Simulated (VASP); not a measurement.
Set up this calculation in VASP 6.6.1, as the native input.

```yaml
Task: relaxation of cell and atoms
Functional: PBE
Potentials_or_basis: VASP PAW PBE potentials, release 64 (Si)
Cutoff: 600 eV
k_mesh: 12 × 12 × 6
Occupations: gaussian, width 0.02 eV
Spin: no spin polarisation
Dipole_correction: no
Further_INCAR_settings: ALGO = Normal; EDIFF = 1e-06; IBRION = 2; EDIFFG = -0.005; NSW = 100; ISIF = 3
```

The structure of Si lies in POSCAR:

```
Si
1.0
    3.8313174605      0.0000000000      0.0000000000
   -1.9156587303      3.3180182508      0.0000000000
    0.0000000000      0.0000000000      6.3326220002
Si
4
Direct
    0.3333333300      0.6666666700      0.0630095000
    0.6666666700      0.3333333300      0.5630095000
    0.3333333300      0.6666666700      0.4369905000
    0.6666666700      0.3333333300      0.9369905000
```

This isn't the form of Si at room conditions, which is diamond.

The input as run:

INCAR

```
SYSTEM = Si
  PREC = Accurate
  ENCUT = 600
  EDIFF = 1E-6
  ISMEAR = 0
  SIGMA = 0.02
  LREAL = .FALSE.
  LASPH = .TRUE.
  NELM = 100
  ALGO = Normal
  ISIF = 3
  LWAVE = .FALSE.
  LCHARG = .FALSE.
  GGA = PE
  IBRION = 2
  NSW = 100
  EDIFFG = -0.005
```

KPOINTS

```
Automatic mesh
0
G
  12 12 6
  0 0 0
```

Potentials or basis: VASP PAW PBE potentials, release 64 (Si).

Run with:

```bash
$ cat potpaw_PBE.64/Si/POTCAR > POTCAR
$ mpirun -np 1 vasp_std > vasp.out
```

Results of the run:

- Relaxed volume: 20.43 Å³/atom
- Relaxed cell: a = 3.851 Å, b = 3.851 Å, c = 6.363 Å, α = 90.00°, β = 90.00°, γ = 120.00°
- Space group after relaxing (to 0.05 Å): P6_3/mmc (No. 194)
- Energy gained by relaxing: 1.3 meV/atom
- Ionic steps: 7
- Pressure after relaxing: 0.0 GPa
- Band gap on the k mesh: 0.45 eV, indirect (least direct gap 0.99 eV)

Run time: 96 s on 1 thread of Intel(R) Xeon(R) 6975P-C (Granite Rapids), with other jobs on the host, peak memory 0.26 GiB.
